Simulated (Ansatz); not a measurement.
# Cu: how the energy converges with the cutoff

Cu, I4/mmm, a = 2.886 Å, c = 2.752 Å. This isn't the element's structure at ambient conditions. Ansatz: PBE, PAW, cutoff varied, Γ-centred 20×20×20 mesh on 1 atom, Gaussian smearing 0.10 eV; no spin polarisation. Single points at one geometry, the cutoff alone changed; ΔE is the energy at zero smearing over the run at 850 eV (runs within 0.3 meV/atom of it are left out). The runs up to 380 eV lie under the cutoff recommended for these PAW datasets.

| cutoff (eV) | ΔE (meV/atom) |
| --- | --- |
| 150 | 90679.85 |
| 200 | ? |
| 250 | 2505.92 |
| 300 | 290.72 |
| 350 | 17.22 |
| 380 | 5.45 |
| 420 | 3.83 |
| 460 | 2.14 |
| 520 | 0.55 |

Q: Assume ΔE falls exponentially with the cutoff, fit y = ln ΔE against x, the cutoff in eV, to the other rows, and predict the missing value.

A: y = 11.415, 7.826, 5.672, 2.846, 1.696, 1.343, 0.761, -0.598. Means x = 353.8, y = 3.8701; Σ(Δx)² = 99188, ΣΔxΔy = -3338; the slope is their ratio. y = 15.78 − 0.03366 x, a factor of ten per 68 eV. At 200 eV this gives ΔE = 8501.52 meV/atom. The run gave 15469.08, a ratio of 0.55. Between neighbouring rows the decay runs from a factor of ten per 41 eV to one per 261 eV, so one exponential is only a rough guide.